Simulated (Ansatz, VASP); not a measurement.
## Si (zigzag Si chain) in two plane-wave programs

Aim: how closely do two programs agree when they are given the same cell, functional and k mesh? The structure shown is the start of the Ansatz relaxation below; VASP solves that cell, so the two are compared at the walk's first step.

Program: Ansatz 0.2.0. Level of theory: plane waves, with VASP 6.6.1 beside it; single point at PBE and single point at PBEsol. Results are calculated unless marked as measured.

### Step 1. The starting structure

The cell holds 2 atoms: 2 Si. Cell: a = 9.000 Å, b = 7.500 Å, c = 3.724 Å, α = 90.0°, β = 90.0°, γ = 90.0°. Vacuum lies along a and b. The structure's axis is c.

### Step 2. Ansatz: relaxation, PBE

Ansatz runs on its default PAW (the set named soft_2) files.

The two programs are compared at the cell with which this relaxation starts, whose forces are those of its first step.

The input, input.yaml:

```yaml
crystal:
  lattice:
    - [9.0, 0.0, 0.0]
    - [0.0, 7.5, 0.0]
    - [0.0, 0.0, 3.7242729467]
  atoms:
    - { symbol: Si, position: [0.444993582, 0.5, 0.0] }
    - { symbol: Si, position: [0.555006418, 0.5, 0.5] }
kpoints:
  mp_grid: { grid: [1, 1, 22] }
scf:
  occupations: { method: fermi_dirac, width: 0.05 }
hamiltonian:
  xc: pbe
relax:
  cell: { fix: [a, b, alpha, beta, gamma] }
  max_steps: 60
```

Started as:

```
> ansatz run input.yaml --threads 4 --pin off --max-ram 8192MiB --backend cpu --events-out ev --progress --plain --runs-dir out
```

Numbers of over 12 decimals in the logs are rounded to 6 here.

The log of the run:

```text
Engine: ansatz 0.2.0, aarch64-unknown-linux-gnu
Pseudopotentials: kind: paw
Pseudopotential: Si, paw, valence charge 4, recommended cutoff 420 eV (normal), Si.paw.azcp
Functional definition: PBE
  parameter kappa = 0.804
  parameter beta = 0.066725
  exchange = pbe_x(kappa = kappa, mu = beta*pi^2/3)
  correlation = pbe_c(beta = beta)
Crystal: 2 atoms, lattice volume = 251.388 Å³
Basis set: ecut = 420 eV, 4915 PW (Γ), exchange–correlation on 128×108×50 points (8 copies of the dense FFT grid, shifted against one another)
Bands: 8, of which v1, the nominal top of the filled ones, is band 4 counted from 1 (3 counted from 0)
Symmetry: 8 space group operations
Space group: Pmma (ITA 51), of the structure as read, at distance tolerance 6.3e-5 Å
k-points: 12 of 22
Non-local potential: Si, projectors of the file, l = 0: 2, l = 1: 2, l = 2: 2
PAW form: soft (Blöchl's): semilocal exchange-correlation on the pseudo side does not see the compensation charge
PAW one-centre angular grid: Si, 110 points (default); XC on 64 Gauss nodes
Initial density: superposition of atomic densities (neutral atoms: chi_scale 0, normalization atom), corrected by the library's trained network
Initial wavefunctions: pseudopotential atomic-orbital guess
Functional: x = pbe(κ = 0.804, μ = 0.219515), c = pbe(β = 0.066725)
SCF iter   1: F=—  HF=-1268.287485 eV  |F-HF|=—  |Δ(HF+E_count)|=         —  Δρ=1.61e-3  dr2=9.48e-3  ethr=1.77e-3  ⟨swp⟩=7.2  Hψ=987  notcnv=0
preconditioner: auto → none  [insulator: Δε(μ)=0.362 eV  Ē_g=7.409 eV  σ=0.050 eV  W_gap=0.95  n_scr=10 (ndim 8)  ℏωp=6.6 eV  f_vac=0.619  D(μ)=0.33/eV (n_scr^D=0)  ε∞_Penn≈1.8]
SCF iter   2: F=—  HF=-1268.292973 eV  |F-HF|=—  |Δ(HF+E_count)|=   5.49e-3  Δρ=5.70e-4  dr2=1.29e-3  ethr=1.19e-4  ⟨swp⟩=2.9  Hψ=269  notcnv=0
SCF iter   3: F=—  HF=-1268.294340 eV  |F-HF|=—  |Δ(HF+E_count)|=   1.37e-3  Δρ=1.25e-4  dr2=5.32e-5  ethr=1.61e-5  ⟨swp⟩=2.9  Hψ=161  notcnv=0
SCF iter   4: F=—  HF=-1268.294462 eV  |F-HF|=—  |Δ(HF+E_count)|=   1.22e-4  Δρ=2.19e-5  dr2=1.38e-6  ethr=6.65e-7  ⟨swp⟩=2.2  Hψ=182  notcnv=0
iter 5 did not close the SCF: its close was put off for the readings that it lacked (scf_convergence_deferred on its scf_iter line)
SCF iter   5: F=-1268.294475 eV  HF=-1268.294475 eV  |F-HF|=1.88e-7  |Δ(HF+E_count)|=   1.24e-5  Δρ=4.32e-6  dr2=3.62e-8  ethr=1.72e-8  ⟨swp⟩=2.2  Hψ=146  notcnv=0
SCF iter   6: F=-1268.294475 eV  HF=-1268.294475 eV  |F-HF|=2.73e-9  |Δ(HF+E_count)|=   1.94e-7  Δρ=8.84e-7  dr2=1.50e-9  ethr=4.53e-10  ⟨swp⟩=2.9  Hψ=350  notcnv=0
SCF 1 converged in 6 iterations: F = -1268.294475 eV  dr2 = 1.50e-9
  greatest PAW one-centre occupation: 0.694 electrons in one spin orbital (limit 2), on the Si atom at site 1 (counted from 0), in its partial waves of l = 0
relax step   1: F+E_penalty+E_count = -1268.29447496 eV  Δ(F+E_penalty+E_count) = +0.000e0 eV  max|allowed force component| = 1.626e0 eV/Å  Δτ_max = 0.0000 Å  P = +1.451 GPa  Ω = 251.388 Å³  fix = [a, b, alpha, beta, gamma]  reactions: a +1.060, b +0.143 GPa  (6 SCF iters, dr2 threshold 1.00e-7 eV, accepted)
[...]
relax step   2: F+E_penalty+E_count = -1268.45060145 eV  Δ(F+E_penalty+E_count) = -1.561e-1 eV  max|allowed force component| = 5.012e-1 eV/Å  Δτ_max = 0.0567 Å  P = +0.498 GPa  Ω = 254.425 Å³  energy of the carried Pulay correction = -6.384e-5 eV  fix = [a, b, alpha, beta, gamma]  reactions: a +0.385, b +0.150 GPa  (5 SCF iters, dr2 threshold 2.00e-7 eV, accepted)
[...]
relax step   3: F+E_penalty+E_count = -1268.47003787 eV  Δ(F+E_penalty+E_count) = -1.944e-2 eV  max|allowed force component| = 8.322e-2 eV/Å  Δτ_max = 0.0257 Å  P = +0.162 GPa  Ω = 255.680 Å³  energy of the carried Pulay correction = -9.000e-5 eV  fix = [a, b, alpha, beta, gamma]  reactions: a +0.098, b +0.151 GPa  (5 SCF iters, dr2 threshold 2.00e-7 eV, accepted)
[...]
relax step   4: F+E_penalty+E_count = -1268.47097246 eV  Δ(F+E_penalty+E_count) = -9.346e-4 eV  max|allowed force component| = 5.542e-3 eV/Å  Δτ_max = 0.0027 Å  P = +0.074 GPa  Ω = 256.538 Å³  energy of the carried Pulay correction = -1.078e-4 eV  fix = [a, b, alpha, beta, gamma]  reactions: a +0.042, b +0.151 GPa  (4 SCF iters, dr2 threshold 2.00e-7 eV, accepted)
[...]
relax step   5: F+E_penalty+E_count = -1268.47112576 eV  Δ(F+E_penalty+E_count) = -1.533e-4 eV  max|allowed force component| = 5.448e-3 eV/Å  Δτ_max = 0.0000 Å  P = +0.075 GPa  Ω = 256.538 Å³  fix = [a, b, alpha, beta, gamma]  reactions: a +0.042, b +0.151 GPa  stress off target by 3.19e-2 GPa on what of the cell is left free  SCF on the basis re-selected at this cell (its energy is not comparable with the rows above)  (5 SCF iters)
basis re-selected at this cell: Δ(F+E_penalty+E_count) = -1.533e-4 eV, ΔP = +0.001 GPa vs the last step (what re-selecting the basis moved, of the pressure what is left beyond the Pulay correction that the steps carried, after the strain that the cell walked since its last selection, with what the two solves' SCF thresholds leave and, on support functions, any second-order correction that the steps lacked; it is no measure of the basis error at this ecutwfc). The dense FFT grid was sized anew with the basis: this SCF ran on 64×54×27 points, the steps before it on 64×54×25, so part of this shift can come from that change (see relax.cell in the input reference). [rest of the remark cut]
SCF converged after 5 iterations
Free energy (F): -1268.471126 eV
Harris-Foulkes:  -1268.471126 eV  (|F-HF|=2.12e-10)
Internal energy: -1268.458157 eV  (E = F + TS)
E sigma→0 (E₀):  -1268.464642 eV
Entropy (-TS):   -0.012968 eV (-6.484 meV/atom)
Fermi energy:    -3.059432 eV
--- Per-component energies (eV) ---
  E_band       = -56.679833
  E_kinetic    = 74.290171
  E_local      = -390.978358  (includes V_loc(G=0)·N_el)
  E_nonlocal   = 53.090138
  E_hartree    = 149.492476
  E_xc         = -106.609918
  E_vxc        = -88.069718  (∫ρ·V_xc dr)
  E_paw        = -1024.602570  (= ΣΔE_a)
  E_vpaw       = -3.997037  (= ΣTr[D̂ρ^β])
  E_aug_tail   = 0.000015  (compensation charges beyond the density's cutoff)
  E_ewald      = -23.140111
  E_smearing   = -0.012968  (= −TS)
  E_closure    = 0.000000  (closes the sum)
  Σ components = -1268.471126   (vs F -1268.471126, Δ=0.00e0)
--- Forces (eV/Å), atoms counted from 1 ---
  atom   1  Si    -0.00544791    -0.00000000    -0.00000000
  atom   2  Si     0.00544791     0.00000000     0.00000000
  max |Σ_I F_I| component: 1.73e-18 eV/Å
--- Stress (GPa, compression-positive) ---
        0.042270       0.000000       0.000000
        0.000000       0.151094       0.000000
        0.000000       0.000000       0.031912
  P = ⅓ Tr σ = 0.0751 GPa (0.751 kbar)
--- Relaxed structure (4 steps of the walk, 4 accepted, 1 SCFs on fresh bases) ---
  F+E_penalty+E_count = -1268.47112576 eV   max|allowed force component| = 5.448e-3 eV/Å   (the final SCF, on the basis selected at the relaxed cell)
  cell:  # Å, volume = 256.5384 Å³
    - [9.0, 0, 0]
    - [0, 7.5, 0]
    - [0, 0, 3.800569]
  atoms:
    - { symbol: Si, position: [0.435532, 0.5, 0] }
    - { symbol: Si, position: [0.564468, 0.5, 0.5] }
```

Reading the cycles: dr2 is the Hartree energy of the density residual (eV), the measure of convergence; HF is the Harris–Foulkes estimate of the energy, which meets the free energy F at convergence.

### Step 3. VASP: single point, PBE, start cell, pair 1

The same cell, functional, mesh and smearing now go to VASP, with its own data sets.

Lines of VASP's logs that name or quote its potential files are left out, and so is its time.

The input, INCAR:

```
SYSTEM = Si
PREC = Accurate
ENCUT = 400
EDIFF = 1E-06
NELM = 120
ISMEAR = -1
SIGMA = 0.05
LREAL = .FALSE.
ALGO = Normal
GGA = PE
NBANDS = 10
LORBIT = 11
LWAVE = .FALSE.
LCHARG = .FALSE.
ISIF = 2
LASPH = .TRUE.
GGA_COMPAT = .FALSE.
KPAR = 2
```

The input, POSCAR:

```
Si
1.0
    9.0000000000      0.0000000000      0.0000000000
    0.0000000000      7.5000000000      0.0000000000
    0.0000000000      0.0000000000      3.7242730000
Si
2
Direct
    0.4449935556      0.5000000000      0.0000000000
    0.5550064444      0.5000000000      0.4999998657
```

The input, KPOINTS:

```
Automatic mesh
0
Gamma
1 1 22
0 0 0
```

The projector-augmented-wave data sets are Si (PBE family, release 64).

Started as:

```
> mpirun -np 2 vasp_std
```

The log of the run:

```text
[banner, memory and clock lines left out]
running    2 mpi-ranks, on    1 nodes
 distrk:  each k-point on    1 cores,    2 groups
 distr:  one band on    1 cores,    1 groups

 POSCAR found type information on POSCAR Si
 POSCAR found :  1 types and       2 ions
 LDA part: xc-table for (Slater+PW92), standard interpolation
 POSCAR, INCAR and KPOINTS ok, starting setup
 FFT: planning ... GRIDC
 FFT: planning ... GRID_SOFT
 FFT: planning ... GRID
 WAVECAR not read
 entering main loop
       N       E                     dE             d eps       ncg     rms          rms(c)
DAV:   1     0.266223918642E+02    0.26622E+02   -0.20175E+03   240   0.403E+02
DAV:   2    -0.584119448466E+01   -0.32464E+02   -0.30784E+02   338   0.727E+01
DAV:   3    -0.808950878548E+01   -0.22483E+01   -0.22427E+01   312   0.219E+01
DAV:   4    -0.813444221053E+01   -0.44933E-01   -0.44903E-01   364   0.410E+00
DAV:   5    -0.813469120403E+01   -0.24899E-03   -0.24898E-03   330   0.328E-01    0.490E+00
DAV:   6    -0.768937489631E+01    0.44532E+00   -0.54365E-01   308   0.291E+00    0.269E+00
DAV:   7    -0.752241171029E+01    0.16696E+00   -0.67584E-01   300   0.345E+00    0.524E-01
DAV:   8    -0.752011881963E+01    0.22929E-02   -0.43334E-02   324   0.117E+00    0.242E-01
DAV:   9    -0.751970726193E+01    0.41156E-03   -0.15464E-03   292   0.213E-01    0.174E-01
DAV:  10    -0.752052531754E+01   -0.81806E-03   -0.42781E-04   252   0.106E-01    0.643E-02
DAV:  11    -0.752159639906E+01   -0.10711E-02   -0.12500E-03   244   0.151E-01    0.658E-02
DAV:  12    -0.752280900759E+01   -0.12126E-02   -0.17621E-04   256   0.671E-02    0.407E-02
DAV:  13    -0.752281257097E+01   -0.35634E-05   -0.89010E-06   318   0.188E-02    0.277E-02
DAV:  14    -0.752304432089E+01   -0.23175E-03   -0.62794E-05   248   0.373E-02    0.707E-03
DAV:  15    -0.752304355646E+01    0.76443E-06   -0.15631E-06   344   0.709E-03
   1 F= -.75230436E+01 E0= -.75210114E+01  d E =-.406433E-02
```

Parts of OUTCAR (step 3):

```text
ion  position               nearest neighbor table
   1  0.445  0.500  0.000-   2 2.11   2 2.11
   2  0.555  0.500  0.500-   1 2.11   1 2.11

  LATTYP: Found a simple orthorhombic cell.
 ALAT       =     3.7242730000
 B/A-ratio  =     2.0138158508
 C/A-ratio  =     2.4165790209

 Subroutine GETGRP returns: Found  8 space group operations
 (whereof  4 operations were pure point group operations)

The static configuration has the point symmetry C_2v.
 The point group associated with its full space group is D_2h.

 Found     12 irreducible k-points:

   k-points           NKPTS =     12   k-points in BZ     NKDIM =     12   number of bands    NBANDS=     10

   dimension x,y,z NGX =    60 NGY =   50 NGZ =   24
   dimension x,y,z NGXF=   120 NGYF=  100 NGZF=   48

   ENCUT  =  400.0 eV  29.40 Ry    5.42 a.u.  14.68 12.23  6.07*2*pi/ulx,y,z

   NELECT =       8.0000    total number of electrons

 k-points in reciprocal lattice and weights: Automatic mesh
   0.00000000  0.00000000  0.00000000       0.045
   0.00000000  0.00000000  0.04545455       0.091
   0.00000000  0.00000000  0.09090909       0.091
   0.00000000  0.00000000  0.13636364       0.091
   0.00000000  0.00000000  0.18181818       0.091
   0.00000000  0.00000000  0.22727273       0.091
   0.00000000  0.00000000  0.27272727       0.091
   0.00000000  0.00000000  0.31818182       0.091
   0.00000000  0.00000000  0.36363636       0.091
   0.00000000  0.00000000  0.40909091       0.091
   0.00000000  0.00000000  0.45454545       0.091
   0.00000000  0.00000000  0.50000000       0.045

 average (electrostatic) potential at core
       1 -92.2276       2 -92.2276

 E-fermi :  -3.1281

 k-point     1 :       0.0000    0.0000    0.0000
  band No.  band energies     occupation
      1     -13.1510      2.00000
      2      -6.1267      2.00000
      3      -5.1307      2.00000
      4      -4.9249      2.00000
      5      -1.4650      0.00000
      6      -0.7847      0.00000
      7       0.6574      0.00000
      8       0.9331      0.00000
      9       2.0238      0.00000
    ...

 k-point     2 :       0.0000    0.0000    0.0455
  band No.  band energies     occupation
      1     -13.1303      2.00000
      2      -6.1431      2.00000
      3      -5.2351      2.00000
      4      -4.9049      2.00000
      5      -1.4658      0.00000
      6      -0.6159      0.00000
      7       0.6514      0.00000
      8       0.9477      0.00000
      9       2.0059      0.00000
    ...

 k-point     3 :       0.0000    0.0000    0.0909
  band No.  band energies     occupation
      1     -13.0681      2.00000
      2      -6.2422      2.00000
      3      -5.4471      2.00000
      4      -4.8450      2.00000
      5      -1.4723      0.00000
      6      -0.1617      0.00000
      7       0.6255      0.00000
      8       0.9879      0.00000
      9       1.9449      0.00000
    ...

  Total        1.6415193      0.2226978      4.9174057      0.0000000      0.0000000      0.0000000
  in kB       10.4619174      1.4193230     31.3401694      0.0000000      0.0000000      0.0000000
  external PRESSURE =      14.4071366 kB  Pullay stress =       0.0000000 kB

  energy-cutoff  :      400.00
  volume of cell :      251.39
      direct lattice vectors                 reciprocal lattice vectors
     9.000000000  0.000000000  0.000000000     0.111111111  0.000000000  0.000000000
     0.000000000  7.500000000  0.000000000     0.000000000  0.133333333  0.000000000
     0.000000000  0.000000000  3.724273000     0.000000000  0.000000000  0.268508780

 POSITION                                       TOTAL-FORCE (eV/Angst)
 -----------------------------------------------------------------------------------
      4.00494      3.75000      0.00000        -1.603478      0.000000      0.000000
      4.99506      3.75000      1.86214         1.603478      0.000000      0.000000
 -----------------------------------------------------------------------------------
    total drift:                               -0.000007      0.000000     -0.000007

  FREE ENERGIE OF THE ION-ELECTRON SYSTEM (eV)
  ---------------------------------------------------
  free  energy   TOTEN  =        -7.5230435565 eV

  energy  without entropy=       -7.5189792299  energy(sigma->0) =       -7.52101139

 total charge
# of ion       s       p       d       tot
------------------------------------------
    1        0.839   0.880   0.000   1.719
    2        0.839   0.880   0.000   1.719
--------------------------------------------------
tot          1.678   1.759   0.000   3.437

[... 3 further parts left out ...]
```

### Step 4. Differences

Known differences besides the potentials themselves: the cutoff is 420 eV in Ansatz and 400 eV in VASP. Total energies have different zeros and are not compared.

Forces (eV/Å; atoms numbered as in POSCAR):

```tsv
atom	Ansatz x, y, z	VASP x, y, z
Si1	-1.626, 0.000, 0.000	-1.603, 0.000, 0.000
Si2	1.626, 0.000, 0.000	1.603, 0.000, 0.000
```

The forces differ by 13 meV/Å r.m.s., which is 1.4 % of the r.m.s. force of 0.926 eV/Å (both taken over all components).

### Step 5. What the set-up changes

Further runs change the set-up of one program: Ansatz's method, potentials or start, or VASP's data sets, cutoff or form of LDA. The table gives that difference for each run.

```tsv
run	r.m.s. force difference (meV/Å)
as above	13
VASP with a cutoff of 500 eV (perhaps on Ansatz's relaxed cell)	6.6
```

### Step 6. Ansatz: relaxation, PBE

The two programs are compared at the cell with which this relaxation starts, whose forces are those of its first step.

The structure compared here is the start of the Ansatz relaxation; VASP solves that cell, so the two are compared at the walk's first step.

input.yaml, the sections that differ from step 2:

```yaml
crystal:
  lattice:
    - [9.0, 0.0, 0.0]
    - [0.0, 7.5, 0.0]
    - [0.0, 0.0, 3.7242729467]
  atoms:
    - { symbol: Si, position: [0.444993582, 0.5, 0.0], spin: 0.3 }
    - { symbol: Si, position: [0.555006418, 0.5, 0.5], spin: 0.3 }
magnetization:
  spin_polarized: true
# kpoints, scf, hamiltonian, relax: as in step 2
```

Started as:

```
> ansatz run input.yaml --threads 4 --pin off --max-ram 8192MiB --backend cpu --events-out ev --progress --plain --runs-dir out
```

The log of the run:

```text
[...]
Crystal: 2 atoms, lattice volume = 251.388 Å³
Basis set: ecut = 420 eV, 4915 PW (Γ), exchange–correlation on 128×108×50 points (8 copies of the dense FFT grid, shifted against one another)
Bands: 9, of which v1, the nominal top of the filled ones, is band 4 counted from 1 (3 counted from 0)
Symmetry: 8 space group operations
[...]
0.000000       0.151094      -0.000000
        0.000000      -0.000000       0.031969
  P = ⅓ Tr σ = 0.0751 GPa (0.751 kbar)
--- Relaxed structure (4 steps of the walk, 4 accepted, 1 SCFs on fresh bases) ---
[...]
cell:  # Å, volume = 256.5381 Å³
    - [9.0, 0, 0]
    - [0, 7.5, 0]
    - [0, 0, 3.800564]
  atoms:
    - { symbol: Si, position: [0.435532, 0.5, 0] }
    - { symbol: Si, position: [0.564468, 0.5, 0.500000] }
[key lines of the parts left out:]
SCF converged after 5 iterations
Magnetization: -0.0000 μB (4.0000 up, 4.0000 down)
Free energy (F): -1268.471126 eV
Fermi energy:    -3.059431 eV
```

### Step 7. VASP: single point, PBE, start cell, pair 2

The same cell, functional, mesh and smearing now go to VASP, with its own data sets.

Changes to INCAR since step 3:

```diff
@@ -4,3 +4,3 @@
 EDIFF = 1E-06
-NELM = 120
+NELM = 200
 ISMEAR = -1
@@ -10,3 +10,5 @@
 GGA = PE
-NBANDS = 10
+NBANDS = 11
+ISPIN = 2
+MAGMOM = -0 -0
 LORBIT = 11
```

POSCAR is that of step 3.

KPOINTS is that of step 3.

Started as:

```
> mpirun -np 2 vasp_std
```

The log of the run:

```text
[... set-up lines as in an earlier step ...]
 entering main loop
       N       E                     dE             d eps       ncg     rms          rms(c)
DAV:   1     0.274165217833E+02    0.27417E+02   -0.20518E+03   528   0.369E+02
DAV:   2    -0.578430080512E+01   -0.33201E+02   -0.31598E+02   731   0.714E+01
DAV:   3    -0.808259430705E+01   -0.22983E+01   -0.22923E+01   695   0.207E+01
DAV:   4    -0.813391156507E+01   -0.51317E-01   -0.51294E-01   761   0.416E+00
[...]
DAV:  17    -0.752304544435E+01   -0.11579E-05   -0.19093E-07   664   0.233E-03    0.116E-03
DAV:  18    -0.752305022454E+01   -0.47802E-05   -0.63051E-07   585   0.316E-03    0.107E-03
DAV:  19    -0.752305027588E+01   -0.51338E-07   -0.34724E-08   818   0.894E-04
   1 F= -.75230503E+01 E0= -.75210191E+01  d E =-.406225E-02  mag=    -0.0000
```

Parts of OUTCAR (step 7):

```text
  Total        1.6359223      0.2193218      4.9200421      0.0000000      0.0000000      0.0000000
  in kB       10.4262464      1.3978068     31.3569721      0.0000000      0.0000000      0.0000000
  external PRESSURE =      14.3936751 kB  Pullay stress =       0.0000000 kB

 POSITION                                       TOTAL-FORCE (eV/Angst)
 -----------------------------------------------------------------------------------
      4.00494      3.75000      0.00000        -1.603521      0.000000      0.000000
      4.99506      3.75000      1.86214         1.603521      0.000000      0.000000
 -----------------------------------------------------------------------------------
    total drift:                               -0.000007      0.000000     -0.000007

  FREE ENERGIE OF THE ION-ELECTRON SYSTEM (eV)
  ---------------------------------------------------
  free  energy   TOTEN  =        -7.5230502759 eV

  energy  without entropy=       -7.5189880215  energy(sigma->0) =       -7.52101915

 magnetization (x)
# of ion       s       p       d       tot
------------------------------------------
    1       -0.000  -0.000   0.000  -0.000
    2       -0.000  -0.000   0.000  -0.000
--------------------------------------------------
tot         -0.000  -0.000   0.000  -0.000

[... 1 part as in an earlier step ...]

[... 2 further parts left out ...]
[key lines of the parts left out:]
E-fermi :  -3.1279
```

### Step 8. Comparison

Forces (eV/Å; atoms numbered as in POSCAR):

```tsv
atom	Ansatz x, y, z	VASP x, y, z
Si1	-1.626, 0.000, 0.000	-1.604, 0.000, 0.000
Si2	1.626, 0.000, 0.000	1.604, 0.000, 0.000
```

The forces differ by 13 meV/Å r.m.s., which is 1.4 % of the r.m.s. force of 0.926 eV/Å (both taken over all components). Moments aren't recorded for both runs of this pair, so they may hold unlike magnetic states.

(Part 1 of 2 ends here.)

[Lines on the potential files, build, host, timing and source positions are cut from VASP's logs without a mark.]

[Logs are printed without paths, hosts, clocks, repeated set-up lines and the standing remarks that a program may print on its own settings, such as how far it seeks lower states.]

[Hosts, paths, dates, database ids (printed as entryN), source tags and the programs' standing remarks are cut or masked in the printed files.]

[Rows of further runs with another cutoff or data set may stand on the cell that Ansatz relaxed, not on the start cell of the pair above them.]
